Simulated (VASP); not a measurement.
Runs of VASP 6.6.1 on Sn. The structure is tetragonal, space group I4_1/amd (No. 141). Conventional cell: a = 5.880 Å, b = 5.880 Å, c = 3.199 Å, α = 90.00°, β = 90.00°, γ = 90.00°. Sn (site symmetry -4m2) has 6 Sn at 3.05 to 3.20 Å as nearest neighbours. 

```csv
task,level,potentials or basis,cell,cutoff (eV),smearing,gap on the mesh (eV),pressure (GPa),relaxed volume (Å³/atom)
relaxation of cell and atoms,r2SCAN,"VASP PAW PBE potentials, release 64 (Sn_d)",relaxed,600,methfessel-paxton 0.1 eV,none,0.0,(b)
single point,PBE,"VASP PAW PBE potentials, release 64 (Sn_d)",as given,520,fermi-dirac 0.05 eV,none,1.3,-
single point,PBEsol,"VASP PAW PBE potentials, release 64 (Sn_d)",as given,520,gaussian 0.1 eV,none,-1.5,-
relaxation of cell and atoms,r2SCAN+rVV10,"VASP PAW PBE potentials, release 64 (Sn_d)",relaxed,600,methfessel-paxton 0.1 eV,none,0.0,27.18
single point,PBE,"VASP PAW PBE potentials, release 64 (Sn)",as given,500,gaussian 0.05 eV,none,(a),-
relaxation of cell and atoms,TPSS,"VASP PAW PBE potentials, release 64 (Sn_d)",relaxed,600,methfessel-paxton 0.1 eV,none,0.0,27.53
```

Alike in all rows: no spin polarisation; k mesh 9 × 9 × 9.

Q: Fill in the values left out.

A: (a) 1.4; (b) 27.61.

Caveats: the PAW data sets were made with another functional, which shifts forces and pressure a little (some runs).

A k mesh can miss the band edges, and the runs leave out spin-orbit coupling on Sn.

A gap of «none» marks a metal or a gap under the smearing width.

Not every run made on this cell is shown here.
